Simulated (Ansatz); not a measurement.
# Cu in Ansatz: the effect of functional

Cu:

```
Cu
1.0
     0.00000    1.83129    1.83129
     1.83129    0.00000    1.83129
     1.83129    1.83129    0.00000
Cu
1
Direct
  0.00000 0.00000 0.00000
```

The cell isn't the ideal one: volume scaled by 1.04.

Alike in all runs:

* Program: Ansatz 0.2.0
* Task: single point
* Potentials or basis: Ansatz PAW
* k mesh: 13 × 13 × 13
* Occupations: fermi-dirac, width 0.05 eV
* Spin: no spin polarisation

| functional | cutoff | pressure (GPa) |
| --- | --- | --- |
| LDA | 420 eV (not typed: the program's choice for these potentials) | ? |
| r2SCAN | 500 eV (not typed: the program's choice for these potentials) | -9.8 |
| PBE | 420 eV (not typed: the program's choice for these potentials) | -3.7 |

Task: What does the run with functional LDA give?

Result: Pressure -17.0 GPa.

Caveats: the PAW data sets come from PBE, with cores solved anew for the run's functional, which leaves a small shift of forces and pressure (some runs).
